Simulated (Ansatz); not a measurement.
Wanted: the native input for an Ansatz 0.2.0 run.

| Quantity | Value |
| --- | --- |
| Task | band structure |
| Functional | HF |
| Potentials or basis | Ansatz PAW |
| Cutoff | 420 eV (not typed: the program's choice for these potentials) |
| k mesh | 4 × 4 × 4 |
| Occupations | fermi-dirac, width 0.05 eV |
| Spin | no spin polarisation |
| Path | [["G", "X", "M", "G", "R", "X"], ["M", "R"]] |
| Points for each segment of the path | 4 |

TePb:

```xyz
2
Lattice="4.0023 0.0000 0.0000 0.0000 4.0023 0.0000 0.0000 0.0000 4.0023" Properties=species:S:1:pos:R:3 pbc="T T T"
Pb    0.0000    0.0000    0.0000
Te    2.0011    2.0011    2.0011
```

Measurements of this composition are mostly on another form, of space group No. 225.

These files were run (other wordings do the same):

input.yaml

```yaml
crystal:
  lattice:
    - [4.002287, 0.0, 0.0]
    - [0.0, 4.002287, 0.0]
    - [0.0, 0.0, 4.002287]
  atoms:
    - { symbol: Pb, position: [0.0, 0.0, 0.0] }
    - { symbol: Te, position: [0.5, 0.5, 0.5] }
hamiltonian:
  xc: hf
  pseudopotentials: { kind: paw }
kpoints:
  mp_grid: { grid: [4, 4, 4] }
  band_path:
    path:
      - [[0.0, 0.0, 0.0], [0.0, 0.5, 0.0], [0.5, 0.5, 0.0], [0.0, 0.0, 0.0], [0.5, 0.5, 0.5], [0.0, 0.5, 0.0]]
      - [[0.5, 0.5, 0.0], [0.5, 0.5, 0.5]]
    npoints: 4
scf:
  occupations: { method: fermi_dirac, width: 0.05 }
  n_extra_bands: 6
output:
  forces: true
  stress: true
  eigenvalues: true
  fatbands: false
```

Potentials or basis: Ansatz PAW.

Launch:

```console
$ ansatz run input.yaml --threads 2 --pin off --max-ram 5632MiB --backend cpu --events-out ev --progress --plain --runs-dir out
```

Results of the run:

The pressure is 6.4 GPa, the band gap on the k mesh is 2.91 eV, indirect (least direct gap 5.50 eV) and the band gap along the path is 2.91 eV, indirect (least direct gap 5.50 eV).

Caveat: spin-orbit coupling is left out, which as a rule narrows the gap of such compounds by several tenths of an eV; the PAW data sets come from PBE, with cores solved anew for the run's functional, which leaves a small shift of forces and pressure; the thresholds are loose for stress.

Wall time 2.9 min on 2 threads of Intel(R) Xeon(R) Processor @ 2.70GHz, with other jobs on the host, peak memory 1.1 GiB.
